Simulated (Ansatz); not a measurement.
The system is Cu3Au (Auricupride).

```
Au Cu
1.0
     3.74000    0.00000    0.00000
     0.00000    3.74000    0.00000
     0.00000    0.00000    3.74000
Au Cu
1 3
Direct
  0.00000 0.00000 0.00000
  0.50000 0.50000 0.00000
  0.50000 0.00000 0.50000
  0.00000 0.50000 0.50000
```

| Quantity | Value |
| --- | --- |
| Program | Ansatz 0.2.0 |
| Task | relaxation of cell and atoms |
| Functional | PBE |
| Potentials or basis | Ansatz PAW |
| Cutoff | 420 eV (not typed: the program's choice for these potentials) |
| k mesh | 7 × 7 × 7 |
| Occupations | fermi-dirac, width 0.05 eV |
| Spin | no spin polarisation |

At the start: volume 13.08 Å³/atom.

Question: How do energy, volume and symmetry change on relaxing?

Answer: It ends after 4 steps and the volume is 13.50 Å³/atom (+3.2 %); space group Pm-3m (No. 221, to 0.05 Å).

Step by step:
| step | energy change (eV) | largest force (eV/Å) | volume (Å³) |
| --- | --- | --- | --- |
| 1 | 0.0000 | 0.0000 | 52.31 |
| 2 | -0.0240 | 0.0000 | 53.75 |
| 3 | -0.0245 | 0.0000 | 54.01 |
| 4 | -0.0254 | 0.0000 | 54.01 |

Final structure:
```
Au Cu
1.0
     3.77997    0.00000    0.00000
     0.00000    3.77997    0.00000
     0.00000    0.00000    3.77997
Au Cu
1 3
Direct
  0.00000 0.00000 0.00000
  0.50000 0.50000 0.00000
  0.50000 0.00000 0.50000
  0.00000 0.50000 0.50000
```

Caveat: the plane-wave basis is chosen anew once the cell has moved, so the energies of steps on either side of that aren't comparable.
